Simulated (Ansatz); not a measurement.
MgTe: from stress constants e to strain constants d, calculated with Ansatz

Space group P6_3mc (No. 186), 4 atoms in the cell of the first input below: a = 4.561 Å, b = 4.561 Å, c = 7.412 Å, α = 90.00°, β = 90.00°, γ = 120.00°.

The cell was built from a prototype of a structure type listed for this compound, relaxed without spin–orbit coupling to zero pressure (pressure 0.0 GPa with this functional, without spin–orbit coupling). Functional: PBEsol.

Input:

```yaml
crystal:
  lattice:
    - [4.5607584131, 0.0, 0.0]
    - [-2.2803792066, 3.9497326463, 0.0]
    - [0.0, 0.0, 7.4120584723]
  atoms:
    - { symbol: Mg, position: [0.6666666667, 0.3333333333, 0.0010026503] }
    - { symbol: Mg, position: [0.3333333333, 0.6666666667, 0.5010026503] }
    - { symbol: Te, position: [0.6666666667, 0.3333333333, 0.6241973497] }
    - { symbol: Te, position: [0.3333333333, 0.6666666667, 0.1241973497] }
basis:
  ecutwfc: 420
  ecutrho_ratio: 4
kpoints:
  mp_grid: { grid: [8, 8, 6] }
hamiltonian:
  xc: pbesol
scf:
  occupations: { method: fixed }
output:
  forces: true
  stress: true
  eigenvalues: true
  polarization: {}
elastic:
  mode: relaxed_ion
  stencil: two_point
```

```bash
ansatz run input.yaml --threads 4 --pin off --max-ram 9216MiB --backend cpu --events-out ev --progress --plain --runs-dir out
```

Time: 5.8 min on 4 threads of Intel(R) Xeon(R) Platinum 8259CL CPU @ 2.50GHz (Skylake/Cascade Lake), on a shared host, peak memory 0.97 GiB.

Elastic constants with relaxed ions (GPa, engineering shears):

```csv
,xx,yy,zz,yz,xz,xy
xx,52.1,30.5,26.1,0.0,0.0,0.0
yy,30.5,52.1,26.1,0.0,0.0,0.0
zz,26.1,26.1,56.0,0.0,0.0,0.0
yz,0.0,0.0,0.0,9.8,0.0,0.0
xz,0.0,0.0,0.0,0.0,9.8,0.0
xy,0.0,0.0,0.0,0.0,0.0,10.8
```

Proper piezoelectric stress tensor e (C/m²):

```
      xx     yy      zz     yz     xz     xy
x  0.000  0.000   0.000  0.000  0.098  0.000
y  0.000  0.000   0.000  0.098  0.000  0.000
z  0.123  0.123  -0.261  0.000  0.000  0.000
```

Signs follow the polarity of the cell as typed: the inverted crystal has all signs reversed.

Q: Which piezoelectric strain constant d is largest in size (symmetry may tie others with it)?

A: d = e C⁻¹ gives d(x; xz) = 10.0 pC/N, tied by symmetry with others.

|  | xx | yy | zz | yz | xz | xy |
| --- | --- | --- | --- | --- | --- | --- |
| x | 0.0 | 0.0 | 0.0 | 0.0 | 10.0 | 0.0 |
| y | 0.0 | 0.0 | 0.0 | 10.0 | 0.0 | 0.0 |
| z | 4.2 | 4.2 | -8.6 | 0.0 | 0.0 | 0.0 |

Caveats: no spin-orbit coupling, which matters for these elements.

The largest strain response belongs to the shear mode because the lattice is soft there, not because the polarization couples strongly to it. The shear stress constant, 0.098 C/m², is the smallest independent entry in e, but it is divided by a shear stiffness of only 9.8 GPa. In a tetrahedral network such shear is taken up largely by bond bending, which the weakly directional, fairly ionic Mg–Te bonds probably resist little.

Along the polar axis, the larger e of -0.261 C/m² works against a much stiffer lattice. The response still reaches -8.6 pC/N because the transverse and longitudinal stress constants have opposite signs, so the lateral contraction that accompanies axial extension adds to the polarization change. The same opposition makes the axial and the two transverse d constants nearly cancel under hydrostatic pressure, leaving a very small net response.

The lead of the shear constant over the longitudinal one is modest and would be sensitive to a small error in the soft shear stiffness, so the ranking is less secure than the overall pattern of signs.
